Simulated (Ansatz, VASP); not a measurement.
TiAl: VASP beside Ansatz

The input INCAR:

```
SYSTEM = TiAl
  PREC = Accurate
  ENCUT = 520
  EDIFF = 1E-6
  ISMEAR = -1
  SIGMA = 0.01
  LREAL = .False.
  LASPH = .True.
  NELM = 100
  ALGO = Normal
  ISIF = 2
  LWAVE = .False.
  LCHARG = .False.
  NBANDS = 14
```

Contents of KPOINTS:

```
Automatic mesh
0
Gamma
  7 7 7
  0 0 0
```

The input POSCAR:

```
TiAl
1.0
    3.0230216399      0.0000000000      0.0000000000
    0.0000000000      3.0230216399      0.0000000000
    0.0000000000      0.0000000000      3.0230216399
Ti Al
1 1
Direct
    0.5351100000      0.5297500000      0.5507200000
    0.9777300000      0.0191900000      0.9644800000
```

Input for Ansatz:

```yaml
crystal:
  lattice:
    - [3.023021639876364, 0.0, 0.0]
    - [0.0, 3.023021639876364, 0.0]
    - [0.0, 0.0, 3.023021639876364]
  atoms:
    - { symbol: Ti, position: [0.53511, 0.52975, 0.55072] }
    - { symbol: Al, position: [0.97773, 0.01919, 0.96448] }
basis:
  ecutwfc: 540.0
  xc_grid: 2
kpoints:
  mp_grid:
    grid: [7, 7, 7]
hamiltonian:
  xc: lda
scf:
  convergence:
    dr2_threshold: 1.0e-09
  occupations:
    method: fermi_dirac
    width: 0.01
  initial_density:
    normalization: atom
output:
  forces: true
  stress: true
```

Alike in both runs: task single point; functional LDA; k mesh 7 × 7 × 7; occupations fermi-dirac, width 0.01 eV; no spin polarisation.

|  | VASP | Ansatz |
| --- | --- | --- |
| version | VASP 6.6.1 | Ansatz 0.2.0 |
| potentials or method | VASP PAW LDA potentials, release 64 (Ti_sv, Al) | plane waves, PAW |
| plane-wave cutoff (eV) | 520 | 540 |
| valence electrons in the cell | 15 | 15 |

|  | VASP | Ansatz | Ansatz less VASP |
| --- | --- | --- | --- |
| pressure (GPa) | 20.8 | 20.6 | -0.19 |
| largest component of the traceless stress (GPa) | 5.60 | 5.58 | -0.027 |
| rms of the force components (eV/Å) | 1.818 | 1.811 | -0.0077 |

Atom by atom the forces differ by 0.008 eV/Å (rms over components). Ansatz warned: «stress_scf_threshold_loose».

Caveats: so large a pressure means that the cell lies far from this level's equilibrium, or that cutoff or potentials fall short (VASP); forces of over 1 eV/Å show positions far from the minimum, so gaps and moduli don't describe the material at rest.
